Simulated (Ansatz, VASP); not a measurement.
# Cross-check of AlAs between VASP and Ansatz

One calculation is typed for both programs; each brings its own data sets and cutoff. How far apart do they land?

Method: plane waves, with VASP 6.6.1 beside it; G0W0 gap at PBE, in Ansatz 0.2.0.

### Step 1. The starting structure

It takes space group F-43m (No. 216, cubic). The conventional cell has a = 5.717 Å, b = 5.717 Å, c = 5.717 Å, α = 90.00°, β = 90.00°, γ = 90.00°. Nearest to As lie 4 Al at 2.48 Å. Nearest to Al lie 4 As at 2.48 Å. Farther neighbours are not listed.

Coordinates:

```
As Al
1.0
     0.00000    2.85843    2.85843
     2.85843    0.00000    2.85843
     2.85843    2.85843    0.00000
As Al
1 1
Cartesian
  4.2876 4.2876 4.2876
  0.0000 0.0000 0.0000
```

### Step 2. VASP: G0W0 gap, PBE

Quasiparticle shifts depend on high empty states and on the cores, so they are the hardest test of two PAW sets.

Lines of VASP's logs that name or quote its potential files are left out, and so is its time.

The run reads the wave functions of an earlier VASP run, which isn't shown here.

INCAR reads:

```
SYSTEM = AlAs
PREC = Accurate
ENCUT = 300
ISMEAR = 0
SIGMA = 0.01
LREAL = .FALSE.
GGA = PE
NBANDS = 192
ALGO = EVGW0
NELMGW = 1
ENCUTGW = 150
NOMEGA = 48
PRECFOCK = Fast
NBANDSGW = 16
LWAVE = .FALSE.
LCHARG = .FALSE.
```

POSCAR reads:

```
AlAs
1.0
    0.0000000000      2.8584255850      2.8584255850
    2.8584255850      0.0000000000      2.8584255850
    2.8584255850      2.8584255850      0.0000000000
As Al
1 1
Direct
    0.7500000000      0.7500000000      0.7500000000
    0.0000000000      0.0000000000      0.0000000000
```

KPOINTS reads:

```
Automatic mesh
0
Gamma
6 6 6
0 0 0
```

PAW data sets: As_GW and Al_GW (PBE family, release 64).

Command:

```sh
$ mpirun -np 8 vasp_std
```

Numbers of over 12 decimals in the logs are rounded to 6 here.

Log:

```text
[banner, memory and clock lines left out]
running    8 mpi-ranks, on    1 nodes
 distrk:  each k-point on    8 cores,    1 groups
 distr:  one band on    1 cores,    8 groups

 POSCAR found type information on POSCAR AsAl
 POSCAR found :  2 types and       2 ions
|                                                                             |
|           W    W    AA    RRRRR   N    N  II  N    N   GGGG   !!!           |
|           W    W   A  A   R    R  NN   N  II  NN   N  G    G  !!!           |
|           W    W  A    A  R    R  N N  N  II  N N  N  G       !!!           |
|           W WW W  AAAAAA  RRRRR   N  N N  II  N  N N  G  GGG   !            |
|           WW  WW  A    A  R   R   N   NN  II  N   NN  G    G                |
|           W    W  A    A  R    R  N    N  II  N    N   GGGG   !!!           |
|                                                                             |
|     For optimal performance we recommend to set                             |
|       NCORE = 2 up to number-of-cores-per-socket                            |
|     NCORE specifies how many cores store one orbital (NPAR=cpu/NCORE).      |
|     This setting can greatly improve the performance of VASP for DFT.       |
|     The default, NCORE=1 might be grossly inefficient on modern             |
|     multi-core architectures or massively parallel machines. Do your        |
|     Unfortunately you need to use the default for GW and RPA                |
|     calculations (for HF NCORE is supported but not extensively tested      |
|     yet).                                                                   |
|                                                                             |

|                                                                             |
|           W    W    AA    RRRRR   N    N  II  N    N   GGGG   !!!           |
|           W    W   A  A   R    R  NN   N  II  NN   N  G    G  !!!           |
|           W    W  A    A  R    R  N N  N  II  N N  N  G       !!!           |
|           W WW W  AAAAAA  RRRRR   N  N N  II  N  N N  G  GGG   !            |
|           WW  WW  A    A  R   R   N   NN  II  N   NN  G    G                |
|           W    W  A    A  R    R  N    N  II  N    N   GGGG   !!!           |
|                                                                             |
|     The default for ENCUTGWSOFT is different in this version of VASP.       |
|     please manually set ENCUTGWSOFT =150 in the INCAR file.                 |
|                                                                             |

 LDA part: xc-table for (Slater+PW92), standard interpolation
 found WAVECAR, reading the header
 POSCAR, INCAR and KPOINTS ok, starting setup
 FFT: planning ... GRIDC
 FFT: planning ... GRID_SOFT
 FFT: planning ... GRID
 reading WAVECAR
 the WAVECAR file was read successfully
 initial charge from wavefunction
 available memory per node:     30.43 GB, setting MAXMEM to     31160

 The Fermi energy was updated, please check that it is located mid-gap
 values below the HOMO (VB) or above the LUMO (CB) will cause erroneous energies
 E-fermi :   3.9372

 calculate exact exchange contribution
 the WAVEDER file was read successfully
energies w=
    0.000    0.000    0.570    0.000    1.138    0.000    1.702    0.000
    2.259    0.000    2.808    0.000    3.348    0.000    3.878    0.000
    4.398    0.000    4.909    0.000    5.411    0.000    5.904    0.000
    6.391    0.000    6.871    0.000    7.348    0.000    7.821    0.000
    8.294    0.000    8.768    0.000    9.246    0.000    9.728    0.000
   10.219    0.000   10.720    0.000   11.234    0.000   11.765    0.000
   12.317    0.000   12.894    0.000   13.500    0.000   14.142    0.000
   14.826    0.000   15.560    0.000   16.356    0.000   17.224    0.000
   18.179    0.000   19.242    0.000   20.436    0.000   21.792    0.000
   23.353    0.000   25.176    0.000   27.336    0.000   29.946    0.000
   33.168    0.000   37.251    0.000   42.592    0.000   49.878    0.000
   60.394    0.000   76.854    0.000  106.180    0.000  172.782    0.000
 responsefunction array rank=     208
 LDA part: xc-table for (Slater+PW92), standard interpolation

 min. memory requirement per mpi rank    195.8 MB, per node   1566.7 MB

 allocating   6 responsefunctions rank=   208
 shmem allocating  48 responsefunctions rank=   208
 response function shared by NCSHMEM nodes    1
 Doing            6  frequencies on each core in blocks of           48
NQ=   1    0.0000    0.0000    0.0000,
|.........|.........|.........|.........|.........|.........|.........|.........
 performed        423000 updates of chi_q(r,r)
 total number of BLAS operations        110.91 Gflops
NQ=   2    0.1667    0.0000    0.0000,
|.........|.........|.........|.........|.........|.........|.........|.........
 performed       1263000 updates of chi_q(r,r)
 total number of BLAS operations        338.68 Gflops
NQ=   3    0.3333    0.0000    0.0000,
|.........|.........|.........|.........|.........|.........|.........|.........
 performed       2103000 updates of chi_q(r,r)
 total number of BLAS operations        602.43 Gflops
NQ=   4    0.5000    0.0000    0.0000,
|.........|.........|.........|.........|.........|.........|.........|.........
 performed       2796000 updates of chi_q(r,r)
 total number of BLAS operations        782.19 Gflops
NQ=   5    0.1667    0.1667    0.0000,
|.........|.........|.........|.........|.........|.........|.........|.........
 performed       3636000 updates of chi_q(r,r)
 total number of BLAS operations       1014.94 Gflops
NQ=   6    0.3333    0.1667    0.0000,
|.........|.........|.........|.........|.........|.........|.........|.........
 performed       5005000 updates of chi_q(r,r)
 total number of BLAS operations       1431.49 Gflops
NQ=   7    0.5000    0.1667    0.0000,
|.........|.........|.........|.........|.........|.........|.........|.........
 performed       6374000 updates of chi_q(r,r)
 total number of BLAS operations       1826.96 Gflops
NQ=   8   -0.3333    0.1667    0.0000,
|.........|.........|.........|.........|.........|.........|.........|.........
 performed       7743000 updates of chi_q(r,r)
 total number of BLAS operations       2252.10 Gflops
NQ=   9   -0.1667    0.1667    0.0000,
|.........|.........|.........|.........|.........|.........|.........|.........
 performed       8915000 updates of chi_q(r,r)
 total number of BLAS operations       2627.38 Gflops
NQ=  10    0.3333    0.3333    0.0000,
|.........|.........|.........|.........|.........|.........|.........|.........
 performed       9755000 updates of chi_q(r,r)
 total number of BLAS operations       2901.89 Gflops
NQ=  11    0.5000    0.3333    0.0000,
|.........|.........|.........|.........|.........|.........|.........|.........
 performed      11124000 updates of chi_q(r,r)
 total number of BLAS operations       3322.73 Gflops
NQ=  12   -0.3333    0.3333    0.0000,
|.........|.........|.........|.........|.........|.........|.........|.........
 performed      12296000 updates of chi_q(r,r)
 total number of BLAS operations       3647.31 Gflops
NQ=  13    0.5000    0.5000    0.0000,
|.........|.........|.........|.........|.........|.........|.........|.........
 performed      12903000 updates of chi_q(r,r)
 total number of BLAS operations       3822.75 Gflops
NQ=  14    0.5000    0.3333    0.1667,
|.........|.........|.........|.........|.........|.........|.........|.........
 performed      14456000 updates of chi_q(r,r)
 total number of BLAS operations       4319.92 Gflops
NQ=  15   -0.3333    0.3333    0.1667,
|.........|.........|.........|.........|.........|.........|.........|.........
 performed      15911000 updates of chi_q(r,r)
 total number of BLAS operations       4767.20 Gflops
NQ=  16   -0.3333    0.5000    0.1667,
|.........|.........|.........|.........|.........|.........|.........|.........
 performed      17089000 updates of chi_q(r,r)
 total number of BLAS operations       5152.02 Gflops
 resolving degeneracies of screened two electron integrals

 calculate QP shifts <psi_nk| G(iteration)W_0 |psi_nk>: iteration 1
 entering main loop
```

From OUTCAR (step 2):

```text
ion  position               nearest neighbor table
   1  0.750  0.750  0.750-   2 2.48   2 2.48   2 2.48   2 2.48
   2  0.000  0.000  0.000-   1 2.48   1 2.48   1 2.48   1 2.48

  LATTYP: Found a face centered cubic cell.
 ALAT       =     5.7168511700

 Subroutine GETGRP returns: Found 24 space group operations
 (whereof 24 operations were pure point group operations)

The static configuration has the point symmetry T_d .

 Found     16 irreducible k-points:

   k-points           NKPTS =     16   k-points in BZ     NKDIM =    216   number of bands    NBANDS=    192

   dimension x,y,z NGX =    24 NGY =   24 NGZ =   24
   dimension x,y,z NGXF=    48 NGYF=   48 NGZF=   48

   ENCUT  =  300.0 eV  22.05 Ry    4.70 a.u.   5.71  5.71  5.71*2*pi/ulx,y,z

   NELECT =       8.0000    total number of electrons

  energy-cutoff  :      300.00
  volume of cell :       46.71
      direct lattice vectors                 reciprocal lattice vectors
     0.000000000  2.858425585  2.858425585    -0.174921468  0.174921468  0.174921468
     2.858425585  0.000000000  2.858425585     0.174921468 -0.174921468  0.174921468
     2.858425585  2.858425585  0.000000000     0.174921468  0.174921468 -0.174921468

 k-points in reciprocal lattice and weights: Automatic mesh
   0.00000000  0.00000000  0.00000000       0.005
   0.16666667  0.00000000  0.00000000       0.037
   0.33333333  0.00000000  0.00000000       0.037
   0.50000000  0.00000000  0.00000000       0.019
   0.16666667  0.16666667  0.00000000       0.028
   0.33333333  0.16666667  0.00000000       0.111
   0.50000000  0.16666667  0.00000000       0.111
  -0.33333333  0.16666667  0.00000000       0.111
  -0.16666667  0.16666667  0.00000000       0.056
[...]
-0.33333333  0.33333333  0.16666667       0.111
  -0.33333333  0.50000000  0.16666667       0.056

 E-fermi :   3.9372

 QP shifts <psi_nk| G(iteration)W_0 |psi_nk>: iteration 1
 for sc-GW calculations column KS-energies equals QP-energies in previous step
 and V_xc(KS)=  KS-energies - (<T + V_ion + V_H > + <T+V_H+V_ion>^1  + <V_x>^1)
 k-point   1 :       0.0000    0.0000    0.0000
  band No.  KS-energies  QP-energies   sigma(KS)   V_xc(KS)     V^pw_x(r,r')   Z            occupation Imag(sigma)
      1      -8.5088      -9.0081     -11.6372     -10.8700     -17.8131       0.6508       2.0000       1.0828
      2       3.1962       2.5675     -12.0334     -11.2096     -12.9864       0.7631       2.0000       0.0473
      3       3.1962       2.5675     -12.0334     -11.2096     -12.9864       0.7631       2.0000       0.0473
      4       3.1962       2.5675     -12.0334     -11.2096     -12.9864       0.7631       2.0000       0.0473
      5       5.0104       5.3739      -9.4300      -9.9011      -5.8541       0.7717       0.0000      -0.0705
      6       7.4293       7.5777      -8.8795      -9.0768      -4.5850       0.7523       0.0000      -0.0910
      7       7.4293       7.5777      -8.8795      -9.0768      -4.5850       0.7523       0.0000      -0.0910
      8       7.4293       7.5777      -8.8795      -9.0768      -4.5850       0.7523       0.0000      -0.0910
    ...

 k-point   2 :       0.1667    0.0000    0.0000
  band No.  KS-energies  QP-energies   sigma(KS)   V_xc(KS)     V^pw_x(r,r')   Z            occupation Imag(sigma)
      1      -8.2508      -8.7470     -11.7042     -10.9515     -17.7757       0.6592       2.0000       1.0478
      2       1.1144       0.5022     -11.2926     -10.4640     -12.8151       0.7389       2.0000       0.0644
      3       2.9401       2.3012     -11.9182     -11.0783     -12.9362       0.7608       2.0000       0.0476
      4       2.9401       2.3012     -11.9182     -11.0783     -12.9362       0.7608       2.0000       0.0476
      5       5.8585       6.1229      -9.2622      -9.6076      -5.4891       0.7654       0.0000      -0.0736
      6       7.8555       8.0082      -8.9690      -9.1733      -4.5397       0.7475       0.0000      -0.0982
      7       7.8555       8.0082      -8.9690      -9.1733      -4.5397       0.7475       0.0000      -0.0982
      8       8.2550       8.4269      -9.4272      -9.6571      -5.0352       0.7477       0.0000      -0.1015
    ...

 k-point   3 :       0.3333    0.0000    0.0000
  band No.  KS-energies  QP-energies   sigma(KS)   V_xc(KS)     V^pw_x(r,r')   Z            occupation Imag(sigma)
      1      -7.6015      -8.0796     -11.9308     -11.2193     -17.7309       0.6719       2.0000       0.9501
      2      -1.2119      -1.8778     -10.8610      -9.9146     -13.5768       0.7036       2.0000       0.1616
      3       2.5488       1.8884     -11.8260     -10.9534     -12.9915       0.7568       2.0000       0.0504
      4       2.5488       1.8884     -11.8260     -10.9534     -12.9915       0.7568       2.0000       0.0504
      5       5.4434       5.6510      -8.9514      -9.2214      -5.2435       0.7690       0.0000      -0.0732
      6       8.0158       8.1438      -8.7101      -8.8809      -4.2489       0.7491       0.0000      -0.1027
      7       8.0158       8.1438      -8.7101      -8.8809      -4.2489       0.7491       0.0000      -0.1027
      8      10.5484      10.6270      -8.9823      -9.0897      -3.8229       0.7316       0.0000      -0.2156
    ...

 k-point   4 :       0.5000    0.0000    0.0000
  band No.  KS-energies  QP-energies   sigma(KS)   V_xc(KS)     V^pw_x(r,r')   Z            occupation Imag(sigma)
      1      -7.1546      -7.6151     -12.1699     -11.4899     -17.7712       0.6773       2.0000       0.8775
      2      -2.2499      -2.9321     -10.5453      -9.5596     -13.8041       0.6922       2.0000       0.2535
      3       2.3905       1.7204     -11.8094     -10.9226     -13.0411       0.7556       2.0000       0.0521
      4       2.3905       1.7204     -11.8094     -10.9226     -13.0411       0.7556       2.0000       0.0521
      5       5.2221       5.4189      -8.9298      -9.1851      -5.2820       0.7707       0.0000      -0.0720
      6       7.8512       7.9620      -8.5495      -8.6967      -4.1526       0.7536       0.0000      -0.1002
      7       7.8512       7.9620      -8.5495      -8.6967      -4.1526       0.7536       0.0000      -0.1002
      8      10.8878      10.7696      -7.6956      -7.5356      -2.4963       0.7389       0.0000      -0.2373
    ...

[... 4 further parts left out ...]
```

[end of part 1 of 2]

[Lines on the potential files, build, host, timing and source positions are cut from VASP's logs without a mark.]

[Logs are printed without paths, hosts, clocks, repeated set-up lines and the standing remarks that a program may print on its own settings, such as how far it seeks lower states.]

[Hosts, paths, dates, database ids (printed as entryN), source tags and the programs' standing remarks are cut or masked in the printed files.]
